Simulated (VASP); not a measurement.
**Mg: electric field gradients with LDA**

Crystal: Mg.

```
CELL_PARAMETERS angstrom
3.25150 0.00000 0.00000
-1.62575 2.81588 0.00000
0.00000 0.00000 5.27889
ATOMIC_POSITIONS crystal
Mg 0.33333 0.66667 0.25000
Mg 0.66667 0.33333 0.75000
```

The cell isn't the ideal one: functional lda, volume scaled by 1.04, PAW files.

```yaml
Program: VASP 6.6.1
Task: electric field gradients
Functional: LDA
Potentials_or_basis: VASP PAW LDA potentials, release 64 (Mg)
Cutoff: 520 eV
k_mesh: 12 × 12 × 7
Occupations: fermi-dirac, width 0.05 eV
Spin: no spin polarisation
Dipole_correction: no
Further_INCAR_settings: ALGO = Normal; EDIFF = 1e-08; NBANDS = 9
```

* Pressure: -3.9 GPa
* Band gap on the k mesh: none (metal or under the smearing width)

Stress tensor (GPa, compression positive):
```
-3.58  0.00  0.00
 0.00 -3.58  0.00
 0.00  0.00 -4.43
```

Levels at points of the mesh, in eV from the Fermi level:
```tsv
k point	band 1	band 2	band 3	band 4	band 5
(0.00, 0.00, 0.00)	-6.66	-1.52	-1.24	10.58	10.58
(0.50, 0.00, 0.00)	-2.06	-1.98	2.63	3.09	3.13
```

Electric field gradients, principal values (V/Å²):
| atom | Vxx | Vyy | Vzz |
| --- | --- | --- | --- |
| 1 Mg | -0.627 | -0.627 | 1.255 |
| 2 Mg | -0.627 | -0.627 | 1.255 |

Wall time 6.6 s on 1 thread of Intel(R) Xeon(R) 6975P-C (Granite Rapids), with other jobs on the host, peak memory 0.15 GiB.
